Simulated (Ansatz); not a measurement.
## Ti in Ansatz: the effect of functional

The system is Ti.

```
Ti
1.0
     2.95000    0.00000    0.00000
    -1.47500    2.55477    0.00000
     0.00000    0.00000    4.68000
Ti
2
Direct
  0.66667 0.33333 0.75000
  0.33333 0.66667 0.25000
```

Alike in all runs:

- Program: Ansatz 0.2.0
- Task: band structure
- Potentials or basis: Ansatz PAW
- k mesh: 6 × 6 × 3
- Occupations: fermi-dirac, width 0.05 eV
- Spin: no spin polarisation

```csv
functional,cutoff,pressure (GPa)
LDA,420 eV (not typed: the program's choice for these potentials),-9.3
PBE,420 eV (not typed: the program's choice for these potentials),?
PBEsol,420 eV (not typed: the program's choice for these potentials),-5.2
RPBE,420 eV (not typed: the program's choice for these potentials),2.1
revPBE,420 eV (not typed: the program's choice for these potentials),1.2
BLYP,420 eV (not typed: the program's choice for these potentials),1.5
r2SCAN,500 eV (not typed: the program's choice for these potentials),-1.7
```

Question: What does the run with functional PBE give?

Answer: Pressure -1.0 GPa.

Caveats: all runs use coarse meshes; the PAW data sets come from PBE, with cores solved anew for the run's functional, which leaves a small shift of forces and pressure (some runs).
